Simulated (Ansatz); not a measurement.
System: CaO (rock salt type, first atom moved by 0.06 Å along [111]), 2 atoms in the cell.

```yaml
crystal:
  lattice:
    - [0.00000, 2.41500, 2.41500]
    - [2.41500, 0.00000, 2.41500]
    - [2.41500, 2.41500, 0.00000]
  atoms:
    - { symbol: Ca, position: [0.00717, 0.00717, 0.00717] }
    - { symbol: O, position: [0.50000, 0.50000, 0.50000] }
```
Lattice in Å, positions in fractions of it.

Code and potentials: Ansatz PAW hard set, 700 eV. Settings: k-mesh 4×4×4 Γ-centred; Fermi–Dirac smearing of 0.05 eV; no spin polarisation. For HSE06: exchange singularity: Wigner-Seitz. For PBE0: exchange singularity: Wigner-Seitz.

One run gave:

| Quantity | Value |
| --- | --- |
| Pressure | -2.06 GPa |
| Gap on the mesh | 6.09 eV |

```json
{"atom": "Ca1", "Fx (eV/Å)": "-0.100", "Fy (eV/Å)": "-0.100", "Fz (eV/Å)": "-0.100"}
{"atom": "O2", "Fx (eV/Å)": "0.100", "Fy (eV/Å)": "0.100", "Fz (eV/Å)": "0.100"}
```

Which level of theory was it?
A. PBE
B. HSE06
C. PBE0

C. All runs:

| level | pressure (GPa) | gap (eV) | rms force (eV/Å) |
| --- | --- | --- | --- |
| PBE | 0.22 | 3.68 | 0.160 |
| HSE06 | -1.97 | 5.34 | 0.173 |
| PBE0 | -2.06 | 6.09 | 0.174 |

The stress includes the program's correction for the finite plane-wave basis.

A gap read on the mesh is an upper bound of this method's gap, since the mesh can miss a band edge. Potentials made with PBE were used with another functional (at least in: Ansatz PAW hard set, 700 eV (HSE06); Ansatz PAW hard set, 700 eV (PBE0)). Semilocal functionals give gaps that mostly lie well below measured ones.
